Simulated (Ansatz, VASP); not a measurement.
# Pt in VASP and in Ansatz

```
Pt
1.0
     2.75854    0.00000    0.00000
    -1.37927    2.38897    0.00000
     0.00000    0.00000    4.78138
Pt
2
Cartesian
  1.3793 0.7963 3.5860
  0.0000 1.5926 1.1953
```

This isn't the form of Pt at room conditions, which is fcc.

Alike in both runs: task single point; functional PBE; k mesh 18 × 18 × 10; occupations gaussian, width 0.1 eV; no spin polarisation.

|  | VASP | Ansatz |
| --- | --- | --- |
| version | VASP 6.6.1 | Ansatz 0.2.0 |
| potentials or method | VASP PAW PBE potentials, release 64 (Pt) | scalar-relativistic, plane waves, PAW |
| plane-wave cutoff (eV) | 520 | 420 |
| valence electrons in the cell | 20 | 36 |

```csv
,VASP,Ansatz,Ansatz less VASP
gap on the k mesh at the Fermi level (eV),none,none,-
pressure (GPa),-0.5,0.0,+0.47
largest component of the traceless stress (GPa),0.11,0.03,-0.086
```

A gap of «none» marks a metal or a gap that the smearing closes. The two sets of potentials don't hold the same shells in valence.

Spin-orbit coupling is left out, which matters for the levels of Pt.
